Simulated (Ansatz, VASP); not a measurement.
**HfB3: VASP beside Ansatz**

```
CELL_PARAMETERS angstrom
3.99560 0.00000 0.00000
-1.99780 3.46029 0.00000
0.00000 0.00000 4.69716
ATOMIC_POSITIONS crystal
Hf 0.00000 0.00000 0.50000
B 0.33333 0.66667 0.50000
B 0.66667 0.33333 0.50000
B 0.00000 0.00000 0.00000
```

Alike in both runs: functional PBE; k mesh 6 × 6 × 4; occupations gaussian, width 0.1 eV; no spin polarisation.

Ansatz relaxed the structure, and its values are those at the end. VASP's run is a single point on that final structure, the one shown.

|  | VASP | Ansatz |
| --- | --- | --- |
| version | VASP 6.6.1 | Ansatz 0.2.0 |
| potentials or method | VASP PAW PBE potentials, release 64 (Hf_pv, B) | scalar-relativistic, plane waves, PAW |
| plane-wave cutoff (eV) | 520 | 420 |
| valence electrons in the cell | 19 | 35 |

```csv
,VASP,Ansatz,Ansatz less VASP
gap on the k mesh at the Fermi level (eV),none,none,-
pressure (GPa),0.5,0.0,-0.50
```

A gap of «none» marks a metal or a gap that the smearing closes. The two sets of potentials don't hold the same shells in valence.

The runs have no spin-orbit coupling, so splittings on Hf are missing.
